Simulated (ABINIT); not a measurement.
A run of ABINIT 10.8.3 (patched build):

The input run.abi:

```
# Datasets: one volume each
ndtset 7
getwfk -1
scalecart1 3*0.9795861087
scalecart2 3*0.9864848297
scalecart3 3*0.9932883884
scalecart4 3*1.0000000000
scalecart5 3*1.0066227096
scalecart6 3*1.0131594038
scalecart7 3*1.0196128224

# Pseudopotentials
pp_dirpath "./"
pseudos "C.GGA_PBE-JTH.xml"

# Structure
acell 2.5220660407 2.5220660407 2.5220660407 Angstrom
rprim
     0.0000000000     0.7071067812     0.7071067812
     0.7071067812     0.0000000000     0.7071067812
     0.7071067812     0.7071067812     0.0000000000
ntypat 1
znucl 6
natom 2
typat 1 1
xred
     0.7500000000     0.7500000000     0.7500000000
     0.5000000000     0.5000000000     0.5000000000

# Plane-wave basis
ecut 544.227725 eV
pawecutdg 40.0

# k points
kptopt 1
ngkpt 13 13 13
nshiftk 1
shiftk 0.0 0.0 0.0

# Exchange and correlation
ixc -110131

# Bands and occupations
nband 8
occopt 3
tsmear 0.05 eV

# SCF cycle
nstep 100
tolvrs 1.0e-9

# Output
iomode 3
prtwf 1
prtden 0
prteig 0
prtebands 0
enunit 2
```

Potentials or basis: JTH PAW PBE v2.0.

The run is started by

```bash
$ abinit run.abi > log 2>&1
```

Hardware: 1 thread of Arm Neoverse V2, with other jobs on the host.

Q: Estimate the wall time of this run.

A: Wall time 30 s on 1 thread of Arm Neoverse V2, on a shared host, peak memory 0.12 GiB. Counts: scf iterations 46, k points 84, bands 8, plane waves 322.
